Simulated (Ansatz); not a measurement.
# HfO2 (P2_1/c) in Ansatz: single point with PBE

Aim: the single point of HfO2 with PBE.

Program: Ansatz 0.2.0. These are calculated values, not measurements. Logs are shortened: lines on timing, memory, paths and dates and some standing lists are left out, and cuts for length are marked.

### Step 1. The cell of the first run

Symmetry: P2_1/c, No. 14, monoclinic system. The conventional cell has a = 4.913 Å, b = 4.978 Å, c = 5.279 Å, α = 90.00°, β = 98.98°, γ = 90.00°. Hf (site symmetry 1) has 7 O at 1.96 to 2.21 Å as nearest neighbours. O (site symmetry 1) is surrounded by 3 Hf at 1.96 to 2.11 Å. O (site symmetry 1) is surrounded by 4 Hf at 2.09 to 2.21 Å.

### Step 2. Single point, PBE (strained by -4 %)

The input, input.yaml:

```yaml
crystal:
  lattice:
    - [4.91328, 0.0, 0.0]
    - [0.0, 4.978272, 0.0]
    - [-0.8243165374, 0.0, 5.2138671406]
  atoms:
    - { symbol: Hf, position: [0.2755, 0.4603, 0.708] }
    - { symbol: Hf, position: [0.7245, 0.9603, 0.792] }
    - { symbol: Hf, position: [0.7245, 0.5397, 0.292] }
    - { symbol: Hf, position: [0.2755, 0.0397, 0.208] }
    - { symbol: O, position: [0.0742, 0.1684, 0.8467] }
    - { symbol: O, position: [0.9258, 0.6684, 0.6533] }
    - { symbol: O, position: [0.9258, 0.8316, 0.1533] }
    - { symbol: O, position: [0.0742, 0.3316, 0.3467] }
    - { symbol: O, position: [0.4487, 0.7419, 0.9801] }
    - { symbol: O, position: [0.5513, 0.2419, 0.5199] }
    - { symbol: O, position: [0.5513, 0.2581, 0.0199] }
    - { symbol: O, position: [0.4487, 0.7581, 0.4801] }
hamiltonian:
  xc: pbe
  pseudopotentials: { kind: paw }
kpoints:
  mp_grid: { grid: [4, 4, 4] }
scf:
  occupations: { method: fermi_dirac, width: 0.05 }
output:
  forces: true
  stress: true
  eigenvalues: true
```

Potentials or basis: Ansatz PAW.

Command:

```
> ansatz run input.yaml --threads 4 --pin off --max-ram 11264MiB --backend cpu --events-out ev --progress --plain --runs-dir out
```

Standard output:

```text
Warning: RAYON_NUM_THREADS=4 ignored (pool sized by the plan → 4); use --threads N
Engine: ansatz 0.2.0, x86_64-unknown-linux-gnu
Pseudopotentials: kind: paw
Pseudopotential: Hf, paw, valence charge 26, recommended cutoff 420 eV (normal), Hf.paw.azcp
Pseudopotential: O, paw, valence charge 6, recommended cutoff 420 eV (normal), O.paw.azcp
Functional definition: PBE
  parameter kappa = 0.804
  parameter beta = 0.06672455060314922
  exchange = pbe_x(kappa = kappa, mu = beta*pi^2/3)
  correlation = pbe_c(beta = beta)
Crystal: 12 atoms, lattice volume = 127.529 Å³
Basis set: ecut = 420 eV, 2475 PW (Γ), exchange–correlation on 72×72×72 points (8 copies of the dense FFT grid, shifted against one another)
Bands: 92, of which v1, the nominal top of the filled ones, is band 76 counted from 1 (75 counted from 0)
Symmetry: 4 space group operations
Space group: P21/c (ITA 14), of the structure as read, at distance tolerance 5.0e-5 Å
k-points: 30 of 64
Non-local potential: Hf, projectors of the file, l = 0: 3, l = 1: 2, l = 2: 2, l = 3: 3
Non-local potential: O, projectors of the file, l = 0: 2, l = 1: 2, l = 2: 1
PAW form: soft (Blöchl's): semilocal exchange-correlation on the pseudo side does not see the compensation charge
PAW one-centre angular grid: Hf, 590 points (default); XC on 64 Gauss nodes
PAW one-centre angular grid: O, 110 points (default); XC on 64 Gauss nodes
Initial density: superposition of atomic densities (neutral atoms: chi_scale 0, normalization atom), corrected by the library's trained network
Initial wavefunctions: pseudopotential atomic-orbital guess
Functional: x = pbe(κ = 0.804, μ = 0.2195149727645171), c = pbe(β = 0.06672455060314922)
SCF iter   1: F=—  HF=-67445.305937 eV  |F-HF|=—  |Δ(HF+E_count)|=         —  Δρ=3.38e-3  dr2=4.71e-3  ethr=1.77e-3  ⟨swp⟩=5.9  Hψ=8687  notcnv=0  defer=73
preconditioner: auto → Resta (q_TF=auto, 2.809 Å⁻¹)  ε∞=5.5  [insulator: Δε(μ)=4.404 eV  Ē_g=18.592 eV  σ=0.050 eV  W_gap=1.00  n_scr=44 (ndim 8)  ℏωp=39.5 eV  f_vac=0.065  D(μ)=0.00/eV (n_scr^D=0)  ε∞_Penn≈5.5]
SCF iter   2: F=—  HF=-67445.306034 eV  |F-HF|=—  |Δ(HF+E_count)|=   9.70e-5  Δρ=1.79e-3  dr2=1.41e-3  ethr=3.10e-6  ⟨swp⟩=2.0  Hψ=5226  notcnv=0  defer=107
SCF iter   3: F=—  HF=-67445.306783 eV  |F-HF|=—  |Δ(HF+E_count)|=   7.49e-4  Δρ=5.43e-4  dr2=2.74e-4  ethr=9.30e-7  ⟨swp⟩=2.0  Hψ=4257  notcnv=0  defer=14
automatic band count: iteration 3 solves 88 bands in place of 92: the levels show a gap, and the empty bands left out lie too high to hold charge; the band table lists the bands solved (type scf.n_extra_bands for more)
SCF iter   4: F=—  HF=-67445.306780 eV  |F-HF|=—  |Δ(HF+E_count)|=   3.51e-6  Δρ=1.23e-4  dr2=1.71e-5  ethr=1.80e-7  ⟨swp⟩=2.0  Hψ=4257  notcnv=0  defer=14
SCF iter   5: F=—  HF=-67445.306784 eV  |F-HF|=—  |Δ(HF+E_count)|=   3.86e-6  Δρ=3.60e-5  dr2=2.02e-6  ethr=1.12e-8  ⟨swp⟩=2.0  Hψ=4737  notcnv=0  defer=14
SCF iter   6: F=—  HF=-67445.306785 eV  |F-HF|=—  |Δ(HF+E_count)|=   8.81e-7  Δρ=1.84e-5  dr2=3.88e-7  ethr=1.33e-9  ⟨swp⟩=2.0  Hψ=4737  notcnv=0  defer=14
SCF iter   7: F=—  HF=-67445.306785 eV  |F-HF|=—  |Δ(HF+E_count)|=   8.18e-8  Δρ=7.17e-6  dr2=5.92e-8  ethr=6.58e-11  ⟨swp⟩=9.6  Hψ=12623  notcnv=0
SCF iter   8: F=-67445.306785 eV  HF=-67445.306785 eV  |F-HF|=1.25e-9  |Δ(HF+E_count)|=   3.41e-8  Δρ=3.47e-6  dr2=1.51e-8  ethr=3.89e-11  ⟨swp⟩=4.6  Hψ=9458  notcnv=0
SCF 1 converged in 8 iterations: F = -67445.306785 eV  dr2 = 1.51e-8
SCF converged after 8 iterations
Free energy (F): -67445.306785 eV
Harris-Foulkes:  -67445.306785 eV  (|F-HF|=1.25e-9)
Internal energy: -67445.306785 eV  (E = F + TS)
E sigma→0 (E₀):  -67445.306785 eV
Fermi energy:    17.830610 eV
--- Per-component energies (eV) ---
  E_band       = 280.465817
  E_kinetic    = 3126.405272
  E_local      = -23667.782468  (includes V_loc(G=0)·N_el)
  E_nonlocal   = -4581.482392
  E_hartree    = 10920.293634
  E_xc         = -1801.258684
  E_vxc        = -1832.675949  (∫ρ·V_xc dr)
  E_paw        = -28983.906359  (= ΣΔE_a)
  E_vpaw       = 5395.402421  (= ΣTr[D̂ρ^β])
  E_aug_tail   = 0.020076  (compensation charges beyond the density's cutoff)
  E_ewald      = -22457.595864
  E_smearing   = -0.000000  (= −TS)
  E_closure    = -0.000000  (closes the sum)
  Σ components = -67445.306785   (vs F -67445.306785, Δ=0.00e0)
--- Forces (eV/Å), atoms counted from 1 ---
  atom   1  Hf     1.01707895     0.27190733     0.33021954
  atom   2  Hf    -1.01707895     0.27190733    -0.33021954
  atom   3  Hf    -1.01707895    -0.27190733    -0.33021954
  atom   4  Hf     1.01707895    -0.27190733     0.33021954
  atom   5  O     -0.47870780    -0.27642282    -0.08451165
  atom   6  O      0.47870780    -0.27642282     0.08451165
  atom   7  O      0.47870780     0.27642282     0.08451165
  atom   8  O     -0.47870780     0.27642282    -0.08451165
  atom   9  O     -0.64890000    -0.12546948    -0.10233311
  atom  10  O      0.64890000    -0.12546948     0.10233311
  atom  11  O      0.64890000     0.12546948     0.10233311
  atom  12  O     -0.64890000     0.12546948    -0.10233311
  max |Σ_I F_I| component: 2.22e-16 eV/Å
--- Stress (GPa, compression-positive) ---
       35.778232      -0.000000       1.998090
       -0.000000      35.591201      -0.000000
        1.998090      -0.000000      22.353372
  P = ⅓ Tr σ = 31.2409 GPa (312.409 kbar)
--- Band table (eV; the first three rows and the last of 30) ---
  k-point 0: bands = ["-44.1604", "-44.1291", "-44.1268", "-44.1235", "-13.5420", "-13.4822", "-13.4790", "-13.1768", "-13.0964", "-13.0653", "-12.9887", "-12.9330", "-12.9230", "-12.8836", "-12.8396", "-12.7527", "-2.7895", "-1.2568", "-1.1278", "-1.0696", "-0.5717", "-0.5232", "-0.2057", "-0.0625", "5.9935", "6.0061", "6.0123", "6.0130", "6.0149", "6.0266", "6.0403", "6.0412", "6.0414", "6.0471", "6.0507", "6.0522", "6.0526", "6.0570", "6.0574", "6.0610", "6.0643", "6.0680", "6.0759", "6.0795", "6.0803", "6.0852", "6.0927", "6.1006", "6.1082", "6.1339", "6.1454", "6.1751", "9.8387", "9.8969", "10.6600", "10.6760", "10.8552", "11.1560", "12.2047", "12.4313", "12.7083", "12.7290", "12.8439", "13.0523", "13.6518", "13.6637", "13.6996", "13.8235", "13.9110", "14.3957", "14.4523", "14.7441", "15.1290", "15.3914", "15.5235", "15.6109", "20.5331", "21.3498", "21.3661", "21.5280", "21.8937", "22.1797", "22.3688", "22.4376", "22.9613", "23.0015", "23.5516", "23.8457"]
  k-point 1: bands = ["-44.1562", "-44.1348", "-44.1252", "-44.1236", "-13.4901", "-13.4418", "-13.3990", "-13.2351", "-13.1782", "-13.0086", "-12.9790", "-12.9762", "-12.9230", "-12.8754", "-12.8505", "-12.8345", "-2.5078", "-1.1808", "-1.1734", "-1.0811", "-0.6421", "-0.5693", "-0.3546", "-0.1396", "5.9906", "6.0005", "6.0100", "6.0114", "6.0147", "6.0286", "6.0377", "6.0430", "6.0450", "6.0465", "6.0487", "6.0528", "6.0530", "6.0567", "6.0578", "6.0624", "6.0672", "6.0679", "6.0712", "6.0764", "6.0840", "6.0848", "6.0984", "6.1004", "6.1109", "6.1313", "6.1383", "6.1604", "10.0343", "10.2338", "10.7890", "10.9217", "11.2064", "11.3816", "11.9157", "12.1307", "12.1605", "12.8256", "12.8886", "13.1051", "13.2591", "13.4438", "13.6408", "13.8259", "14.1293", "14.1763", "14.3920", "14.8118", "14.9504", "15.3184", "15.3249", "15.4574", "20.6569", "21.0546", "21.3190", "21.7754", "22.0849", "22.2256", "22.7881", "22.7940", "22.9994", "23.2753", "23.4132", "23.8625"]
  k-point 2: bands = ["-44.1457", "-44.1457", "-44.1242", "-44.1242", "-13.3617", "-13.3617", "-13.3461", "-13.3461", "-13.1532", "-13.1532", "-12.9555", "-12.9555", "-12.9253", "-12.9253", "-12.8684", "-12.8684", "-1.8228", "-1.8228", "-1.0379", "-1.0379", "-0.5983", "-0.5983", "-0.3860", "-0.3860", "5.9896", "5.9896", "6.0111", "6.0111", "6.0238", "6.0238", "6.0375", "6.0375", "6.0431", "6.0431", "6.0510", "6.0510", "6.0552", "6.0552", "6.0644", "6.0644", "6.0670", "6.0670", "6.0715", "6.0715", "6.0861", "6.0861", "6.1108", "6.1108", "6.1219", "6.1219", "6.1298", "6.1298", "10.5637", "10.5637", "11.1063", "11.1063", "11.3585", "11.3585", "11.8295", "11.8295", "12.3043", "12.3043", "12.7044", "12.7044", "13.2777", "13.2777", "13.6291", "13.6291", "14.1524", "14.1524", "14.5784", "14.5784", "15.0550", "15.0550", "15.2653", "15.2653", "20.8673", "20.8673", "21.4541", "21.4541", "22.3436", "22.3436", "23.0049", "23.0049", "23.1888", "23.1888", "24.0953", "24.0953"]
  k-point 29: bands = ["-44.1389", "-44.1389", "-44.1310", "-44.1310", "-13.5114", "-13.5114", "-13.4722", "-13.4722", "-12.9744", "-12.9744", "-12.9156", "-12.9156", "-12.9003", "-12.9003", "-12.8235", "-12.8235", "-1.7923", "-1.7923", "-1.4167", "-1.4167", "-0.3541", "-0.3541", "-0.2536", "-0.2536", "6.0038", "6.0038", "6.0153", "6.0153", "6.0280", "6.0280", "6.0293", "6.0293", "6.0483", "6.0483", "6.0493", "6.0493", "6.0593", "6.0593", "6.0595", "6.0595", "6.0692", "6.0692", "6.0717", "6.0717", "6.0794", "6.0794", "6.0933", "6.0933", "6.1163", "6.1163", "6.1301", "6.1301", "10.8736", "10.8736", "11.1235", "11.1235", "11.3967", "11.3967", "11.8722", "11.8722", "12.7321", "12.7321", "12.9576", "12.9576", "13.2429", "13.2429", "13.3852", "13.3852", "14.0579", "14.0579", "14.3695", "14.3695", "14.6778", "14.6778", "14.9510", "14.9510", "20.6395", "20.6395", "21.3107", "21.3107", "21.9123", "21.9123", "22.2183", "22.2183", "23.3930", "23.3930", "23.4625", "23.4625"]
```

Wall time 4.9 s (4 threads of Intel Xeon Platinum 8375C at 2.90GHz (Ice Lake), shared host); peak memory 0.76 GiB.

Results:

* Free energy: -67445.3068 eV
* Pressure: 31.2 GPa
* Largest force: 1.103 eV/Å
* Band gap on the k mesh: 4.41 eV, indirect (least direct gap 4.56 eV)

Forces on the atoms (eV/Å):
```
Hf   1.017  0.272  0.330
Hf  -1.017  0.272 -0.330
Hf  -1.017 -0.272 -0.330
Hf   1.017 -0.272  0.330
O   -0.479 -0.276 -0.085
O    0.479 -0.276  0.085
O    0.479  0.276  0.085
O   -0.479  0.276 -0.085
O   -0.649 -0.125 -0.102
O    0.649 -0.125  0.102
O    0.649  0.125  0.102
O   -0.649  0.125 -0.102
```

Levels at points of the mesh, in eV from the valence-band top:
| k point | band 74 | band 75 | band 76 | band 77 | band 78 | band 79 |
| --- | --- | --- | --- | --- | --- | --- |
| (0.00, 0.00, 0.00) | -0.22 | -0.09 | 0.00 | 4.92 | 5.74 | 5.76 |
| (0.00, 0.00, -0.50) | -0.56 | -0.35 | -0.35 | 5.26 | 5.26 | 5.84 |
| (0.00, -0.50, 0.00) | -0.92 | -0.28 | -0.28 | 5.70 | 5.70 | 6.05 |
| (0.00, -0.50, -0.50) | -0.88 | -0.43 | -0.43 | 5.47 | 5.47 | 5.67 |
| (-0.50, 0.00, 0.00) | -0.57 | -0.41 | -0.15 | 4.41 | 5.57 | 5.58 |
| (-0.50, 0.00, -0.50) | -0.74 | -0.41 | -0.41 | 4.73 | 4.73 | 6.03 |
| (-0.50, -0.50, 0.00) | -1.01 | -0.64 | -0.64 | 5.35 | 5.35 | 5.64 |
| (-0.50, -0.50, -0.50) | -0.93 | -0.66 | -0.66 | 5.03 | 5.03 | 5.70 |

Caveat: the pressure holds a Pulay correction of +0.8 GPa for the finite cutoff; spin-orbit coupling is left out, which moves the levels of the heavy elements; forces of over 1 eV/Å show positions far from the minimum, so gaps and moduli don't describe the material at rest. A k mesh can miss the band edges.
